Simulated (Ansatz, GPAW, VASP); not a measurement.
## Ba: 3 runs at one level of theory

```
Ba
1.0
    -2.50650    2.50650    2.50650
     2.50650   -2.50650    2.50650
     2.50650    2.50650   -2.50650
Ba
1
Direct
  0.00000 0.00000 0.00000
```

Alike in all runs: task single point; functional PBEsol; k mesh 8 × 8 × 8; occupations gaussian, width 0.05 eV; no spin polarisation; no spin-orbit coupling. Pressure is positive in compression and, in plane waves, holds the error of the finite cutoff, which Ansatz's Pulay term estimates and takes out.

```json
{"program and potentials": "Ansatz, Ansatz PAW", "plane-wave cutoff (eV)": "420", "notes": "potentials made for PBE, which Ansatz adapts in part", "band gap (eV)": "no gap", "pressure (GPa)": "-0.71"}
{"program and potentials": "VASP, PBE PAW files Ba_sv, release 54, 520 eV", "plane-wave cutoff (eV)": "520", "notes": "potentials made for PBE", "band gap (eV)": "no gap", "pressure (GPa)": "-0.66"}
{"program and potentials": "GPAW, PAW data sets generated for this functional", "plane-wave cutoff (eV)": "600", "notes": "-", "band gap (eV)": "no gap", "pressure (GPa)": "-0.67"}
```

None finds a gap. The pressure spans -0.71 (Ansatz, Ansatz PAW) to -0.66 GPa (VASP, PBE PAW files Ba_sv, release 54, 520 eV).

The functional is the same throughout but for its coding, so the spread measures potentials, basis and numerics; runs on potential files found faulty are left out.
